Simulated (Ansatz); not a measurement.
# Pb in Ansatz: a series of runs, part 2 of 2

Ansatz 0.2.0. Earlier steps stand in the parts before.

### Step 5. Band structure, PBE (the (0 0 1) slab of Pb, cut from the database cell, not relaxed)

input.yaml

```yaml
crystal:
  lattice:
    - [3.4800006906, 0.0, 0.0]
    - [-1.7400003453, 3.0137690032, 0.0]
    - [0.0, 0.0, 23.385]
  atoms:
    - { symbol: Pb, position: [0.6666666667, 0.3333333334, 0.3207184092] }
    - { symbol: Pb, position: [0.3333333333, 0.6666666666, 0.4402394697] }
    - { symbol: Pb, position: [0.6666666667, 0.3333333334, 0.5597605303] }
    - { symbol: Pb, position: [0.3333333333, 0.6666666666, 0.6792815908] }
hamiltonian:
  xc: pbe
  pseudopotentials: { kind: nc, accuracy: standard }
kpoints:
  mp_grid: { grid: [9, 9, 1] }
  band_path:
    path:
      - [0.0, 0.0, 0.0]
      - [0.5, 0.0, 0.0]
      - [0.3333333333, 0.3333333333, 0.0]
      - [0.0, 0.0, 0.0]
    npoints: 14
scf:
  occupations: { method: fermi_dirac, width: 0.05 }
  n_extra_bands: 10
output:
  forces: true
  eigenvalues: true
  fatbands: false
efield:
  axis: 3
  dipole_correction: true
  ramp_width: 0.04
```

Potentials or basis: PseudoDojo standard (PBE files).

Run with:

```bash
$ ansatz run input.yaml --threads 4 --pin off --max-ram 11264MiB --backend cpu --events-out ev --progress --plain --runs-dir out
```

The log of the run:

```text
Warning: RAYON_NUM_THREADS=4 ignored (pool sized by the plan → 4); use --threads N
scf.n_extra_bands = 10 over 28 filled bands (N_el = 56.0): the run solves 38 bands
Engine: ansatz 0.2.0, aarch64-unknown-linux-gnu
Pseudopotentials: kind: nc
Pseudopotential: Pb, nc, valence charge 14, recommended cutoff 850 eV (normal), Pb.nc.azcp (PseudoDojo's, or run here from an input of PseudoDojo's; its table is named by hamiltonian.pseudopotentials.accuracy)
Functional definition: PBE
  parameter kappa = 0.804
  parameter beta = 0.06672455060314922
  exchange = pbe_x(kappa = kappa, mu = beta*pi^2/3)
  correlation = pbe_c(beta = beta)
Crystal: 4 atoms, lattice volume = 245.260 Å³
Basis set: ecut = 850 eV, 13821 PW (Γ), exchange–correlation on 72×72×450 points (8 copies of the dense FFT grid, shifted against one another)
Bands: 38, of which v1, the nominal top of the filled ones, is band 28 counted from 1 (27 counted from 0)
Symmetry: 6 space group operations
k-points: 12 of 81 (time reversal used)
[... 29 lines left out ...]
  E_band       = -549.408582
  E_kinetic    = 3755.856788
  E_local      = -34096.600318  (includes V_loc(G=0)·N_el)
  E_nonlocal   = -1112.870879
  E_hartree    = 16068.360833
  E_xc         = -2123.771266
  E_vxc        = -1232.516071  (∫ρ·V_xc dr)
  E_efield     = 0.000000  (sawtooth field / dipole correction)
  E_vefield    = 0.000000  (∫n·V_field dr)
  E_ewald      = 9902.742769
  E_smearing   = -0.007160  (= −TS)
  E_closure    = -0.000000  (closes the sum)
  Σ components = -7606.289233   (vs F -7606.289233, Δ=0.00e0)
--- Forces (eV/Å), atoms counted from 1 ---
  atom   1  Pb     0.00000000    -0.00000000    -0.01366358
  atom   2  Pb    -0.00000000     0.00000000    -0.40277382
  atom   3  Pb     0.00000000    -0.00000000     0.40277212
  atom   4  Pb    -0.00000000     0.00000000     0.01366438
  max |Σ_I F_I| component: 9.08e-7 eV/Å
--- Band table (eV; the first three rows and the last of 12) ---
  k-point 0: bands = ["-13.3654", "-13.3612", "-13.3278", "-13.3152", "-13.3152", "-13.3083", "-13.3069", "-13.3069", "-13.2960", "-13.2960", "-13.2748", "-13.2748", "-13.2073", "-13.2073", "-13.1613", "-13.1613", "-13.0972", "-13.0972", "-13.0445", "-13.0445", "-7.9430", "-7.2167", "-6.0875", "-4.8218", "0.2688", "2.2968", "4.8177", "6.8200", "7.2541", "8.6808", "8.7250", "9.5712", "9.5712", "10.1285", "10.1285", "10.7820", "10.7820", "10.8616"]
  k-point 1: bands = ["-13.3586", "-13.3553", "-13.3272", "-13.3202", "-13.3158", "-13.2926", "-13.2901", "-13.2860", "-13.2804", "-13.2693", "-13.2648", "-13.2479", "-13.2194", "-13.2129", "-13.1685", "-13.1618", "-13.1098", "-13.0970", "-13.0633", "-13.0417", "-7.7272", "-7.0044", "-5.8871", "-4.6462", "0.5079", "2.4881", "4.9446", "6.9576", "7.4195", "7.5049", "8.1769", "8.5837", "8.7895", "8.9130", "9.2791", "9.4672", "9.6523", "10.3863"]
  k-point 2: bands = ["-13.3889", "-13.3792", "-13.3466", "-13.3105", "-13.3038", "-13.2826", "-13.2703", "-13.2611", "-13.2430", "-13.2358", "-13.2245", "-13.1996", "-13.1977", "-13.1749", "-13.1601", "-13.1417", "-13.1178", "-13.0969", "-13.0915", "-13.0363", "-7.0816", "-6.3726", "-5.2959", "-4.1372", "1.1905", "2.9040", "4.5416", "4.6629", "5.7982", "6.1231", "6.9558", "7.5851", "7.7353", "8.0946", "8.3507", "9.2690", "9.4358", "9.5148"]
  k-point 11: bands = ["-13.3901", "-13.3417", "-13.3417", "-13.3105", "-13.2866", "-13.2866", "-13.2153", "-13.2153", "-13.1976", "-13.1915", "-13.1877", "-13.1867", "-13.1867", "-13.1573", "-13.1310", "-13.0929", "-13.0929", "-13.0679", "-13.0389", "-13.0389", "-3.4238", "-3.4238", "-3.1928", "-3.1928", "1.1396", "1.6338", "1.6339", "1.8972", "2.7855", "2.7855", "2.9772", "4.0980", "5.6272", "5.6272", "7.5887", "7.5887", "9.1759", "10.3590"]
```

bands.tsv:

```text
# k_distance	band_0	band_1	band_2	band_3	band_4	band_5	band_6	band_7	band_8	band_9	band_10	band_11	band_12	band_13	band_14	band_15	band_16	band_17	band_18	band_19	band_20	band_21	band_22	band_23	band_24	band_25	band_26	band_27	band_28	band_29	band_30	band_31	band_32	band_33	band_34	band_35	band_36	band_37
[... 51 lines left out ...]
2.847926	-17.070477	-17.066304	-17.032892	-17.020296	-17.020296	-17.013465	-17.011974	-17.011974	-17.001136	-17.001136	-16.979947	-16.979947	-16.912464	-16.912464	-16.866443	-16.866443	-16.802326	-16.802326	-16.749586	-16.749586	-11.648116	-10.921860	-9.792581	-8.526941	-3.436279	-1.408274	1.112558	3.114881	3.548934	4.975695	5.019844	5.866052	5.866052	6.423413	6.423413	7.076911	7.076911	7.156439
```

It took 20 s on 4 threads of Arm Neoverse V2, shared host; peak memory 1.2 GiB.

What came out:

- Free energy: -7606.2892 eV
- Largest force: 0.403 eV/Å
- Band gap on the k mesh: none (metal or under the smearing width)
- Work function of the upper face: 3.80 eV
- Work function of the lower face: 3.80 eV
- Dipole across the slab: 0.000 e·Å

Forces in eV/Å, atoms in the order of the input:
```
Pb   0.000  0.000 -0.014
Pb   0.000  0.000 -0.403
Pb   0.000  0.000  0.403
Pb   0.000  0.000  0.014
```

Levels at the corners of the path, in eV from the Fermi level:
```
point  band 26  band 27  band 28  band 29  band 30  band 31
    Γ    -1.41     1.11     3.11     3.55     4.98     5.02
    M    -3.39    -2.83    -1.91     0.33     1.82     2.34
    K    -2.07    -2.07    -1.81    -0.92    -0.92    -0.73
    Γ    -1.41     1.11     3.11     3.55     4.98     5.02
```

Caveat: spin-orbit coupling is left out, which moves the levels of the heavy elements.

### Step 6. Band structure, PBE (the (0 0 1) slab of Pb, cut from the database cell, not relaxed)

input.yaml, as its differences from that of step 5:

```diff
@@ -12,3 +12,3 @@
   xc: pbe
-  pseudopotentials: { kind: nc, accuracy: standard }
+  pseudopotentials: { kind: nc, accuracy: stringent }
 kpoints:
```

Potentials or basis: PseudoDojo stringent (PBE files).

Run with:

```bash
$ ansatz run input.yaml --threads 4 --pin off --max-ram 11264MiB --backend cpu --events-out ev --progress --plain --runs-dir out
```

Run time: 55 s. Hardware: 4 threads of Arm Neoverse V2, shared host; peak memory 2.4 GiB.

It converged, with:

```yaml
Free_energy: -22834.0928 eV
Largest_force: 0.409 eV/Å
Band_gap_on_the_k_mesh: none (metal or under the smearing width)
Work_function_of_the_upper_face: 3.80 eV
Work_function_of_the_lower_face: 3.80 eV
Dipole_across_the_slab: 0.000 e·Å
```

Forces on the atoms (eV/Å):
```
Pb   0.000  0.000 -0.020
Pb   0.000  0.000 -0.409
Pb   0.000  0.000  0.409
Pb   0.000  0.000  0.020
```

Levels at the corners of the path, in eV from the Fermi level:
| point | band 40 | band 41 | band 42 | band 43 | band 44 | band 45 | band 46 | band 47 | band 48 | band 49 |
| --- | --- | --- | --- | --- | --- | --- | --- | --- | --- | --- |
| Γ | -8.53 | -3.44 | -1.41 | 1.12 | 3.11 | 3.55 | 4.98 | 5.02 | 5.87 | 5.87 |
| M | -7.02 | -3.60 | -3.39 | -2.83 | -1.91 | 0.33 | 1.82 | 2.34 | 2.72 | 3.15 |
| K | -6.90 | -2.57 | -2.07 | -2.07 | -1.81 | -0.92 | -0.92 | -0.73 | 0.39 | 1.92 |
| Γ | -8.53 | -3.44 | -1.41 | 1.12 | 3.11 | 3.55 | 4.98 | 5.02 | 5.87 | 5.87 |

Caveat: spin-orbit coupling is left out, which moves the levels of the heavy elements.

### Step 7. Summary

| potentials or basis | cutoff (eV) | gap on the mesh (eV) | largest force (eV/Å) | work function (eV) |
| --- | --- | --- | --- | --- |
| SSSP efficiency PAW | 544 | none | 0.41 | 3.80 |
| JTH PAW | 1800 | none | 0.41 | 3.80 |
| SPMS NC | 381 | none | 0.40 | 3.80 |
| PseudoDojo standard (PBE files) | 850 | none | 0.40 | 3.80 |
| PseudoDojo stringent (PBE files) | 1197 | none | 0.41 | 3.80 |

Alike in all rows: task band structure; level PBE; no spin polarisation; cell the (0 0 1) slab of Pb, cut from the database cell, not relaxed; k mesh 9 × 9 × 1; smearing fermi-dirac 0.05 eV.

Caveats: spin-orbit coupling is left out, which moves the levels of the heavy elements.

Absolute energies hang on the potentials; compare differences alone.
